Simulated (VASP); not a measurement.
# P (P6/mmm) in VASP: further runs

One crystal, P, is run at these levels: RPBE; tasks: single point.

Everything below comes from runs of VASP 6.6.1. Logs are shortened: lines on timing, memory, paths and dates and some standing lists are left out, and cuts for length are marked.

## (1) Starting point

Symmetry: P6/mmm, No. 191, hexagonal system. The conventional cell has a = 4.478 Å, b = 4.478 Å, c = 2.523 Å, α = 90.00°, β = 90.00°, γ = 120.00°. Around P (site symmetry 6/mmm) lie 14 P at 2.52 to 2.88 Å. P (site symmetry -6m2) is surrounded by 11 P at 2.52 to 2.88 Å.

This isn't the form of P at room conditions, which is orthorhombic.

## (2) Single point, RPBE

Contents of INCAR:

```
  ALGO = Normal
  EDIFF = 1E-6
  ENCUT = 520
  GGA = RP
  ISIF = 2
  ISMEAR = -1
  LASPH = True
  LCHARG = False
  LREAL = False
  LWAVE = False
  NBANDS = 14
  NELM = 60
  PREC = Accurate
  SIGMA = 0.1
```

Contents of KPOINTS:

```
k-points
0
Gamma
  11 11 16
```

Contents of POSCAR:

```
P
1.0
    4.4782200740      0.0000000000      0.0000000000
   -2.2391100370      3.8782523478      0.0000000000
    0.0000000000      0.0000000000      2.5229622136
P
3
Direct
    1.0000000000      0.0000000000      0.0000000000
    0.3333333333      0.6666666667      0.5000000000
    0.6666666667      0.3333333333      0.5000000000
```

Potentials or basis: VASP PAW PBE potentials, release 64 (P).

The run is started by

```bash
$ cat potpaw_PBE.64/P/POTCAR > POTCAR
$ mpirun -np 1 vasp_std > vasp.out
```

OUTCAR:

```text
EDIFF = 1E-6
   ENCUT = 520
   GGA = RP
   ISIF = 2
   ISMEAR = -1
   LASPH = True
   LREAL = False
   NELM = 60
   PREC = Accurate

 ion  position               nearest neighbor table
   1  0.000  0.000  0.000-   2 2.88   3 2.88   2 2.88   3 2.88   2 2.88   2 2.88   3 2.88   3 2.88
                             3 2.88   3 2.88   2 2.88   2 2.88
   2  0.333  0.667  0.500-   3 2.59   3 2.59   3 2.59   1 2.88   1 2.88   1 2.88   1 2.88   1 2.88
                             1 2.88
   3  0.667  0.333  0.500-   2 2.59   2 2.59   2 2.59   1 2.88   1 2.88   1 2.88   1 2.88   1 2.88
                             1 2.88

  LATTYP: Found a hexagonal cell.
 ALAT       =     4.4782200740
 C/A-ratio  =     0.5633850440

  Lattice vectors:

 A1 = (   4.4782200740,   0.0000000000,   0.0000000000)
 A2 = (  -2.2391100370,   3.8782523478,   0.0000000000)
 A3 = (   0.0000000000,   0.0000000000,   2.5229622136)

Analysis of symmetry for initial positions (statically):
=====================================================================
 Subroutine PRICEL returns:
 Original cell was already a primitive cell.

 Routine SETGRP: Setting up the symmetry group for a
 hexagonal supercell.

 Subroutine GETGRP returns: Found 24 space group operations
 (whereof 24 operations were pure point group operations)
 out of a pool of 24 trial point group operations.

The static configuration has the point symmetry D_6h.

Analysis of symmetry for dynamics (positions and initial velocities):
=====================================================================
 Subroutine PRICEL returns:
 Original cell was already a primitive cell.

 Routine SETGRP: Setting up the symmetry group for a
 hexagonal supercell.

 Subroutine GETGRP returns: Found 24 space group operations
 (whereof 24 operations were pure point group operations)
 out of a pool of 24 trial point group operations.

The dynamic configuration has the point symmetry D_6h.

 Subroutine INISYM returns: Found 24 space group operations
 (whereof 24 operations are pure point group operations),
 and found     1 'primitive' translations

----------------------------------------------------------------------------------------

                                     Primitive cell

  volume of cell :      43.8180

  direct lattice vectors                    reciprocal lattice vectors
     4.478220074  0.000000000  0.000000000     0.223303005  0.128924050  0.000000000
    -2.239110037  3.878252348  0.000000000     0.000000000  0.257848100  0.000000000
[... 100 lines left out ...]
   EMIN   =  10.00;   EMAX   =-10.00  energy-range for DOS
   EFERMI =   0.00;   METHOD = LEGACY
   ISMEAR =    -1;   SIGMA  =   0.10  broadening in eV -4-tet -1-fermi 0-gaus
   EFERMI_NEDOS =   21; number of points for ismear=-14 and -15
   IALGO  =     38    algorithm
   IMIX   =      4    mixing-type and parameters
     AMIX     =   0.40;   BMIX     =  1.00
     AMIX_MAG =   1.60;   BMIX_MAG =  1.00
  volume/ion in A,a.u.               =      14.61        98.57
  Fermi-wavevector in a.u.,A,eV,Ry     =   1.145217  2.164147 17.844344  1.311522
  Thomas-Fermi vector in A             =   2.281906
   LORBIT       =      0    0 simple, 1 ext, 2 COOP (PROOUT), +10 PAW based schemes
   GGA     = RP    functional components
   LHFCALC =     F    Hartree Fock is set to
   AEXX    =    0.0000 exact exchange contribution
   IVDW    =     0    specifies the selected vdW correction
   LEPSILON=     F    determine dielectric tensor
   LRPA    =     F    only Hartree local field effects (RPA)
 non-spin polarized calculation
  energy-cutoff  :      520.00
  volume of cell :       43.82
 maximum number of plane-waves:      1215
 NGX is ok and might be reduce to    36
   NGX = 17   NGY = 17   NGZ =  9

 number of electron      15.0000000 magnetization

 Free energy of the ion-electron system (eV)
  ---------------------------------------------------
  ext. energy  EPLUGINS =         0.00000000
  ---------------------------------------------------
  free energy    TOTEN  =       -12.89866144 eV

  energy without entropy =      -12.84393935  energy(sigma->0) =      -12.87130040

 E-fermi :   9.6976     XC(G=0): -11.4302

 val. band max:        9.6839980513   @ k =   0.2727   0.1818   0.5000
 cond. band min:       9.6986185588   @ k =   0.3636   0.0000   0.3125
 fundamental gap:      0.0146205075
 Fermi energy:         9.6975815273

 k-point     1 :       0.0000    0.0000    0.0000
  band No.  band energies     occupation
      1      -6.5382      2.00000
      2       0.4938      2.00000
      3       0.5636      2.00000
      4       3.9405      2.00000
      5       3.9405      2.00000
      6       4.2033      2.00000
      7       4.2033      2.00000
      8      13.5585      0.00000
      9      15.9582      0.00000
     10      15.9582      0.00000
     11      16.7097      0.00000
     12      17.9423      0.00000
     13      17.9974      0.00000
     14      20.7714      0.00000
[... 377 lines left out ...]
      1      -5.9188      2.00000
      2      -1.1828      2.00000
      3      -0.5956      2.00000
      4       3.0721      2.00000
      5       4.3088      2.00000
      6       7.2077      2.00000
      7       7.8264      2.00000
      8      12.5602      0.00000
      9      13.0346      0.00000
     10      14.7138      0.00000
     11      16.3307      0.00000
     12      16.6386      0.00000
     13      18.5027      0.00000
     14      20.2350      0.00000

 [... further k-points ...]

------------------------ aborting loop because EDIFF is reached ----------------------------------------

  FORCE on cell =-STRESS in cart. coord.  units (eV):
  Direction    XX          YY          ZZ          XY          YZ          ZX
  --------------------------------------------------------------------------------------
  -------------------------------------------------------------------------------------
  Total       -0.1309261     -0.1309261     -0.3140349      0.0000000     -0.0000000      0.0000000
  in kB       -4.7872329     -4.7872329    -11.4824938      0.0000000     -0.0000000      0.0000000
  external PRESSURE =      -7.0189865 kB  Pullay stress =       0.0000000 kB

 VOLUME and BASIS-vectors are now :
 -----------------------------------------------------------------------------
  energy-cutoff  :      520.00
  volume of cell :       43.82
      direct lattice vectors                 reciprocal lattice vectors
     4.478220074  0.000000000  0.000000000     0.223303005  0.128924050  0.000000000
    -2.239110037  3.878252348  0.000000000     0.000000000  0.257848100  0.000000000
     0.000000000  0.000000000  2.522962214     0.000000000  0.000000000  0.396359484

 POSITION                                       TOTAL-FORCE (eV/Angst)
 -----------------------------------------------------------------------------------
      0.00000      0.00000      0.00000         0.000000      0.000000      0.000000
     -0.00000      2.58550      1.26148        -0.000000     -0.000000      0.000000
      2.23911      1.29275      1.26148        -0.000000      0.000000      0.000000
 -----------------------------------------------------------------------------------
    total drift:                               -0.000000     -0.000000     -0.000000

  FREE ENERGIE OF THE ION-ELECTRON SYSTEM (eV)
  ---------------------------------------------------
  free  energy   TOTEN  =       -12.8986614409 eV

  energy  without entropy=      -12.8439393494  energy(sigma->0) =      -12.87130040
```

OSZICAR:

```text
N       E                     dE             d eps       ncg     rms          rms(c)
DAV:   1     0.337562374623E+02    0.33756E+02   -0.62437E+03  4032   0.892E+02
DAV:   2    -0.111587555007E+02   -0.44915E+02   -0.41443E+02  5324   0.139E+02
DAV:   3    -0.129144321849E+02   -0.17557E+01   -0.17253E+01  5266   0.262E+01
DAV:   4    -0.129279309554E+02   -0.13499E-01   -0.13480E-01  4872   0.283E+00
DAV:   5    -0.129280536665E+02   -0.12271E-03   -0.12270E-03  5394   0.247E-01    0.781E+00
DAV:   6    -0.129071319072E+02    0.20922E-01   -0.14159E-02  4806   0.673E-01    0.445E+00
DAV:   7    -0.128985040812E+02    0.86278E-02   -0.24715E-02  4758   0.884E-01    0.149E-01
DAV:   8    -0.128986076288E+02   -0.10355E-03   -0.48618E-04  5144   0.153E-01    0.902E-02
DAV:   9    -0.128986612573E+02   -0.53628E-04   -0.52984E-05  4980   0.507E-02    0.195E-02
DAV:  10    -0.128986623265E+02   -0.10693E-05   -0.19155E-06  4310   0.999E-03    0.699E-03
DAV:  11    -0.128986614409E+02    0.88566E-06   -0.47442E-07  3180   0.513E-03
   1 F= -.12898661E+02 E0= -.12871300E+02  d E =-.547221E-01
```

Wall time 37 s (1 thread of AMD EPYC 9R45 (Zen 5), shared host); peak memory 0.17 GiB.

What came out:

| Property | Result |
| --- | --- |
| Free energy | -12.8987 eV |
| Pressure | -0.7 GPa |
| Band gap on the k mesh | none (metal or under the smearing width) |

Stress tensor (GPa, compression positive):
```
-0.48  0.00  0.00
 0.00 -0.48  0.00
 0.00  0.00 -1.15
```

Caveat: the PAW data sets were made with another functional, which shifts forces and pressure a little.

## (3) Single point, RPBE

Contents of INCAR:

```
PREC = Accurate
ENCUT = 520
EDIFF = 1E-7
ISMEAR = -1
SIGMA = 0.1
LREAL = False
LASPH = True
NELM = 60
ALGO = Fast
ISIF = 2
LWAVE = False
LCHARG = True
GGA = RP
LELF = True
LVHAR = True
NBANDS = 14
```

Contents of KPOINTS:

```
regular mesh
0
Gamma
  8 8 12
```

POSCAR is that of step 2.

Potentials or basis: VASP PAW PBE potentials, release 64 (P).

The run is started by

```bash
$ cat potpaw_PBE.64/P/POTCAR > POTCAR
$ mpirun -np 1 vasp_std > vasp.out
```

It took 25 s on 1 thread of AMD EPYC 9R45 (Zen 5), shared host; peak memory 0.14 GiB.

It converged, with:

| Item | Value |
| --- | --- |
| Free energy | -12.9189 eV |
| Pressure | -0.5 GPa |
| Band gap on the k mesh | none (metal or under the smearing width) |

Stress tensor (GPa, compression positive):
```
-0.49  0.00  0.00
 0.00 -0.49  0.00
 0.00  0.00 -0.63
```

Levels at points of the mesh, in eV from the Fermi level:
```
           k point  band 6  band 7  band 8  band 9  band 10  band 11
(0.00, 0.00, 0.00)   -5.43   -5.43    3.93    6.33     6.33     7.08
(0.50, 0.00, 0.00)   -1.01    0.64    1.02    2.51     5.70     5.73
(0.00, 0.00, 0.50)   -3.19   -2.43   -2.43   -0.56    -0.56     0.14
(0.50, 0.00, 0.50)   -4.43   -3.62   -1.57    2.07     2.71     3.93
```

Caveat: the PAW data sets were made with another functional, which shifts forces and pressure a little.
